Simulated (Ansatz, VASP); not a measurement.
TiAl: VASP beside Ansatz

```
CELL_PARAMETERS angstrom
3.17906 0.00000 0.00000
0.00000 3.17906 0.00000
0.00000 0.00000 3.17906
ATOMIC_POSITIONS crystal
Ti 0.00000 0.00000 0.00000
Al 0.50000 0.51416 0.50000
```

Change from the starting cell: one atom moved.

Alike in both runs: task single point; functional PBE; k mesh 12 × 12 × 12; occupations gaussian, width 0.1 eV; no spin polarisation.

|  | VASP | Ansatz |
| --- | --- | --- |
| version | VASP 6.6.1 | Ansatz 0.2.0 |
| potentials or method | VASP PAW PBE potentials, release 64 (Ti_sv, Al) | scalar-relativistic, plane waves, PAW |
| plane-wave cutoff (eV) | 520 | 420 |
| valence electrons in the cell | 15 | 15 |

|  | VASP | Ansatz | Ansatz less VASP |
| --- | --- | --- | --- |
| gap on the k mesh at the Fermi level (eV) | none | none | - |
| pressure (GPa) | 0.8 | 0.9 | +0.03 |
| largest component of the traceless stress (GPa) | 0.06 | 0.06 | 0.000 |
| rms of the force components (eV/Å) | 0.164 | 0.164 | -0.0001 |

Atom by atom the forces differ by 0.000 eV/Å (rms over components). A gap of «none» marks a metal or a gap that the smearing closes. The functional is the same, so the differences come from potentials, cutoffs and numerics.
